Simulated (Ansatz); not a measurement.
# MoS2 in Ansatz: settings compared, part 2 of 2

Ansatz 0.2.0. Earlier steps stand in the parts before.

## 3. Single point, PBE

input.yaml

```yaml
crystal:
  lattice:
    - [3.1840155185, 0.0, 0.0]
    - [-1.5920077592, 2.757438325, 0.0]
    - [0.0, 0.0, 28.3873198]
  atoms:
    - { symbol: Mo, position: [0.3333333333, 0.6666666667, 0.22816477] }
    - { symbol: Mo, position: [0.3333333333, 0.6666666667, 0.77183523] }
    - { symbol: Mo, position: [0.6666666667, 0.3333333333, 0.0] }
    - { symbol: S, position: [0.6666666667, 0.3333333333, 0.17349309] }
    - { symbol: S, position: [0.6666666667, 0.3333333333, 0.71718751] }
    - { symbol: S, position: [0.3333333333, 0.6666666667, 0.94533412] }
    - { symbol: S, position: [0.6666666667, 0.3333333333, 0.28281249] }
    - { symbol: S, position: [0.6666666667, 0.3333333333, 0.82650691] }
    - { symbol: S, position: [0.3333333333, 0.6666666667, 0.05466588] }
hamiltonian:
  xc: pbe
  pseudopotentials: { kind: paw }
kpoints:
  mp_grid: { grid: [10, 10, 1] }
scf:
  occupations: { method: gaussian, width: 0.012 }
output:
  forces: true
  stress: true
  eigenvalues: true
```

Potentials or basis: Ansatz PAW.

Run with:

```bash
> ansatz run input.yaml --threads 4 --pin off --max-ram 11264MiB --backend cpu --events-out ev --progress --plain --runs-dir out
```

Log:

```text
Warning: RAYON_NUM_THREADS=4 ignored (pool sized by the plan → 4); use --threads N
Engine: ansatz 0.2.0, aarch64-unknown-linux-gnu
Pseudopotentials: kind: paw
Pseudopotential: Mo, paw, valence charge 14, recommended cutoff 420 eV (normal), Mo.paw.azcp
Pseudopotential: S, paw, valence charge 6, recommended cutoff 420 eV (normal), S.paw.azcp
Functional definition: PBE
  parameter kappa = 0.804
  parameter beta = 0.06672455060314922
  exchange = pbe_x(kappa = kappa, mu = beta*pi^2/3)
  correlation = pbe_c(beta = beta)
Crystal: 9 atoms, lattice volume = 249.233 Å³
Basis set: ecut = 420 eV, 4895 PW (Γ), exchange–correlation on 48×48×384 points (8 copies of the dense FFT grid, shifted against one another)
Bands: 48, of which v1, the nominal top of the filled ones, is band 39 counted from 1 (38 counted from 0)
Symmetry: 12 space group operations
Space group: P-6m2 (ITA 187), of the structure as read, at distance tolerance 6.3e-5 Å
k-points: 14 of 100 (time reversal used)
Non-local potential: Mo, projectors of the file, l = 0: 3, l = 1: 2, l = 2: 2, l = 3: 1
Non-local potential: S, projectors of the file, l = 0: 2, l = 1: 2, l = 2: 2
PAW form: soft (Blöchl's): semilocal exchange-correlation on the pseudo side does not see the compensation charge
PAW one-centre angular grid: Mo, 590 points (default); XC on 64 Gauss nodes
PAW one-centre angular grid: S, 110 points (default); XC on 64 Gauss nodes
Initial density: superposition of atomic densities (neutral atoms: chi_scale 0, normalization atom), corrected by the library's trained network
Initial wavefunctions: pseudopotential atomic-orbital guess
Functional: x = pbe(κ = 0.804, μ = 0.2195149727645171), c = pbe(β = 0.06672455060314922)
SCF iter   1: F=—  HF=-20288.405047 eV  |F-HF|=—  |Δ(HF+E_count)|=         —  Δρ=4.55e-3  dr2=6.81e-2  ethr=1.77e-3  ⟨swp⟩=9.3  Hψ=3309  notcnv=0
[... 10 lines left out ...]
SCF converged after 8 iterations
Free energy (F): -20288.421194 eV
Harris-Foulkes:  -20288.421194 eV  (|F-HF|=5.04e-8)
Internal energy: -20288.421194 eV  (E = F + TS)
E sigma→0 (E₀):  -20288.421194 eV
Fermi energy:    5.591332 eV
--- Per-component energies (eV) ---
  E_band       = -916.310025
  E_kinetic    = 1967.047695
  E_local      = -40624.561905  (includes V_loc(G=0)·N_el)
  E_nonlocal   = 597.406389
  E_hartree    = 19409.072719
  E_xc         = -1135.043447
  E_vxc        = -1214.324606  (∫ρ·V_xc dr)
  E_paw        = -13204.572906  (= ΣΔE_a)
  E_vpaw       = -459.999044  (= ΣTr[D̂ρ^β])
  E_aug_tail   = 0.000124  (compensation charges beyond the density's cutoff)
  E_ewald      = 12702.230137
  E_smearing   = -0.000000  (= −TS)
  E_closure    = 0.000000  (closes the sum)
  Σ components = -20288.421194   (vs F -20288.421194, Δ=0.00e0)
--- Forces (eV/Å), atoms counted from 1 ---
  atom   1  Mo     0.00000000    -0.00000000     0.00483167
  atom   2  Mo     0.00000000    -0.00000000    -0.00483167
  atom   3  Mo    -0.00000000     0.00000000     0.00000000
  atom   4  S     -0.00000000    -0.00000000    -0.16826917
  atom   5  S     -0.00000000    -0.00000000    -0.21682001
  atom   6  S      0.00000000     0.00000000    -0.16954615
  atom   7  S      0.00000000    -0.00000000     0.21682001
  atom   8  S      0.00000000    -0.00000000     0.16826917
  atom   9  S      0.00000000     0.00000000     0.16954615
  max |Σ_I F_I| component: 7.40e-17 eV/Å
--- Stress (GPa, compression-positive) ---
        0.546515       0.000000      -0.000000
        0.000000       0.546515      -0.000000
       -0.000000      -0.000000       1.551655
  P = ⅓ Tr σ = 0.8816 GPa (8.816 kbar)
--- Band table (eV; the first three rows and the last of 14) ---
  k-point 0: bands = ["-56.3805", "-56.3792", "-56.3792", "-30.5193", "-30.5180", "-30.5180", "-30.3164", "-30.3164", "-30.3150", "-30.3150", "-30.3150", "-30.3150", "-9.6848", "-9.6358", "-9.5905", "-8.3743", "-8.2889", "-8.2142", "-1.3910", "-1.1653", "-0.9325", "1.8108", "1.8108", "1.8142", "1.8142", "1.8154", "1.8154", "2.2080", "2.7119", "2.9261", "2.9261", "2.9347", "2.9347", "2.9407", "2.9407", "3.3037", "4.3030", "4.6692", "4.9407", "7.2375", "7.2375", "7.2451", "7.2451", "7.2487", "7.2487", "7.4895", "7.4895", "7.5219"]
  k-point 1: bands = ["-56.3769", "-56.3757", "-56.3757", "-30.5122", "-30.5108", "-30.5108", "-30.3528", "-30.3515", "-30.3515", "-30.3247", "-30.3233", "-30.3233", "-9.5377", "-9.4892", "-9.4443", "-8.3120", "-8.2302", "-8.1591", "-1.2263", "-1.0032", "-0.7710", "1.4934", "1.4984", "1.5024", "1.7908", "1.9630", "1.9676", "1.9701", "2.0866", "2.2951", "2.6973", "2.7072", "2.7143", "3.1611", "3.3335", "3.6618", "4.2673", "4.5554", "4.7431", "7.0668", "7.0782", "7.1006", "7.1283", "7.2003", "7.2663", "7.3166", "7.3527", "7.3875"]
  k-point 2: bands = ["-56.3676", "-56.3663", "-56.3663", "-30.4934", "-30.4920", "-30.4920", "-30.4473", "-30.4460", "-30.4460", "-30.3463", "-30.3449", "-30.3449", "-9.1296", "-9.0832", "-9.0403", "-8.1393", "-8.0681", "-8.0074", "-0.8502", "-0.6483", "-0.4366", "0.8378", "0.8557", "0.8885", "1.1216", "1.3175", "1.4525", "2.2022", "2.2138", "2.2231", "2.3730", "2.3818", "2.3876", "3.1441", "3.3338", "3.5877", "3.9976", "4.0917", "4.1379", "6.5678", "6.7349", "6.9444", "6.9693", "7.0110", "7.0484", "7.0947", "7.2573", "7.3483"]
  k-point 13: bands = ["-56.3391", "-56.3378", "-56.3378", "-30.6124", "-30.6111", "-30.6111", "-30.5296", "-30.5283", "-30.5283", "-30.4359", "-30.4345", "-30.4345", "-7.5624", "-7.5507", "-7.5435", "-7.4456", "-7.4334", "-7.4278", "-0.8987", "-0.8689", "-0.8422", "-0.3943", "-0.3530", "-0.3283", "0.6276", "0.6517", "0.6686", "0.9237", "0.9654", "1.0501", "1.4230", "1.5564", "1.6088", "2.4141", "2.4735", "2.5586", "4.3014", "4.3336", "4.3628", "6.2421", "6.2586", "6.2717", "7.3789", "7.5924", "7.8130", "7.8308", "7.9187", "7.9464"]
```

Wall time 4.1 s (4 threads of Arm Neoverse V1, shared host); peak memory 0.61 GiB.

Results:

```yaml
Free_energy: -20288.4212 eV
Largest_force: 0.217 eV/Å
Band_gap_on_the_k_mesh: 1.30 eV, indirect (least direct gap 1.88 eV)
```

Forces on the atoms (eV/Å):
```
Mo   0.000  0.000  0.005
Mo   0.000  0.000 -0.005
Mo   0.000  0.000  0.000
S    0.000  0.000 -0.168
S    0.000  0.000 -0.217
S    0.000  0.000 -0.170
S    0.000  0.000  0.217
S    0.000  0.000  0.168
S    0.000  0.000  0.170
```

Stress tensor (GPa, compression positive):
```
0.55 0.00 0.00
0.00 0.55 0.00
0.00 0.00 1.55
```

Levels at points of the mesh, in eV from the valence-band top:
```tsv
k point	band 36	band 37	band 38	band 39	band 40	band 41	band 42	band 43
(0.00, 0.00, 0.00)	-1.64	-0.64	-0.27	0.00	2.30	2.30	2.30	2.30
(0.00, -0.50, 0.00)	-1.44	-1.12	-1.09	-1.07	1.76	1.77	1.78	2.24
```

As with any semilocal functional, this PBE gap is likely too small.
